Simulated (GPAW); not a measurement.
Write an ASE script for GPAW 26.7.0 that does the following.

```
Task                : phonons
Functional          : vdW-DF-cx
Potentials or basis : GPAW PAW data sets (gpaw-data 1.2.1)
Cutoff              : 600 eV
Basis               : pw
k mesh              : 11 × 11 × 11
Occupations         : fermi-dirac, width 0.05 eV
Spin                : no spin polarisation
Maxiter             : 150
Convergence         : density=1e-06 eigenstates=1e-09
Supercell           : 2 × 2 × 2
Supercell k mesh    : 6 × 6 × 6
Displacement        : 0.02
Relaxed first       : none
Band path           : GXWKGLUWLK,UX
```

The structure of Al lies in Al.xyz:

```xyz
1
Lattice="0.0000000000 2.0248050000 2.0248050000 2.0248050000 0.0000000000 2.0248050000 2.0248050000 2.0248050000 0.0000000000" Properties=species:S:1:pos:R:3 pbc="T T T"
Al     0.0000000000      0.0000000000      0.0000000000
```

These files were run (other wordings do the same):

run.py

```python
import json
import numpy as np
from ase import Atoms
from ase.io import read, write
from phonopy import Phonopy
from phonopy.structure.atoms import PhonopyAtoms
from gpaw import GPAW, PW

atoms = read('Al.xyz')

calc = GPAW(mode=PW(600),
            xc={'name': 'vdW-DF-cx', 'backend': 'libvdwxc'},
            kpts={'size': (11, 11, 11), 'gamma': True},
            occupations={'name': 'fermi-dirac', 'width': 0.05},
            nbands=7,
            convergence={'density': 1e-06, 'eigenstates': 1e-09},
            maxiter=150,
            txt='gpaw.txt')
atoms.calc = calc
energy = atoms.get_potential_energy()
forces = atoms.get_forces()
calc.write('gs.gpw')
write('result.traj', atoms)
print('Cell:', atoms.cell.cellpar().round(4))
print(atoms.get_scaled_positions().round(5))

def force_constants(scale):
    unit = PhonopyAtoms(symbols=atoms.get_chemical_symbols(), cell=atoms.cell[:] * scale**(1 / 3),
                        scaled_positions=atoms.get_scaled_positions())
    ph = Phonopy(unit, supercell_matrix=np.diag([2, 2, 2]), primitive_matrix=np.eye(3), symprec=1e-4)
    ph.generate_displacements(distance=0.02)
    forces = []
    for i, sc in enumerate(ph.supercells_with_displacements):
        a = Atoms(sc.symbols, cell=sc.cell, scaled_positions=sc.scaled_positions, pbc=True)
        c = GPAW(mode=PW(600),
                 xc={'name': 'vdW-DF-cx', 'backend': 'libvdwxc'},
                 kpts={'size': (6, 6, 6), 'gamma': True},
                 occupations={'name': 'fermi-dirac', 'width': 0.05},
                 nbands=26,
                 convergence={'density': 1e-06, 'eigenstates': 1e-09},
                 maxiter=150,
                 txt=f'disp-{scale:.3f}-{i:02d}.txt')
        a.calc = c
        f = a.get_forces()
        forces.append(f - f.mean(axis=0))
        print(f'displacement {i}: drift', f.mean(axis=0).round(5), flush=True)
    ph.forces = forces
    ph.produce_force_constants()
    ph.symmetrize_force_constants()
    return ph

qpoints = [[0.0, 0.0, 0.0], [0.0, 0.0, 0.5], [0.0, 0.5, 0.0], [0.0, 0.5, 0.5], [0.5, 0.0, 0.0], [0.5, 0.0, 0.5], [0.5, 0.5, 0.0], [0.5, 0.5, 0.5]]
results = {}
for scale in [1.0]:
    ph = force_constants(scale)
    ph.run_qpoints(qpoints)
    nu = ph.qpoints.frequencies * 33.35641  # THz to cm^-1
    results[f'{scale:.3f}'] = nu.tolist()
    for qp, f in zip(qpoints, nu):
        print(scale, np.round(qp, 4), f.round(2))

path = atoms.cell.bandpath('GXWKGLUWLK,UX', npoints=60, eps=1e-4)
ph.run_qpoints(path.kpts)
results['path'] = (ph.qpoints.frequencies * 33.35641).tolist()
results['path_q'] = path.kpts.tolist()
x, ticks, names = path.get_linear_kpoint_axis()
results['axis'] = [x.tolist(), list(ticks), names]
ph.run_mesh([15, 15, 15], is_gamma_center=True)
ph.run_thermal_properties(temperatures=[0, 100, 200, 300, 500, 800], cutoff_frequency=0.05)
tp = ph.thermal_properties
results['thermal'] = [list(v) for v in (tp.temperatures, tp.free_energy, tp.entropy, tp.heat_capacity)]
for t, fv, s, cv in zip(*results['thermal']):
    print(f'{t:6.0f} K  F {fv:9.4f} kJ/mol  S {s:9.4f} J/K/mol  Cv {cv:9.4f} J/K/mol')
json.dump(results, open('phonons.json', 'w'))
```

Potentials or basis: GPAW PAW data sets (gpaw-data 1.2.1), pw.

Command:

```console
$ OMP_NUM_THREADS=1 python run.py
```

Results of the run:

| Quantity | Value |
| --- | --- |
| Band gap on the k mesh | none (metal or under the smearing width) |
| Highest phonon frequency | 344 cm⁻¹ |

Caveat: phonon bands are interpolated from a small supercell.

Wall time 120 s on 1 thread of Arm Neoverse V2, with other jobs on the host, peak memory 0.44 GiB.
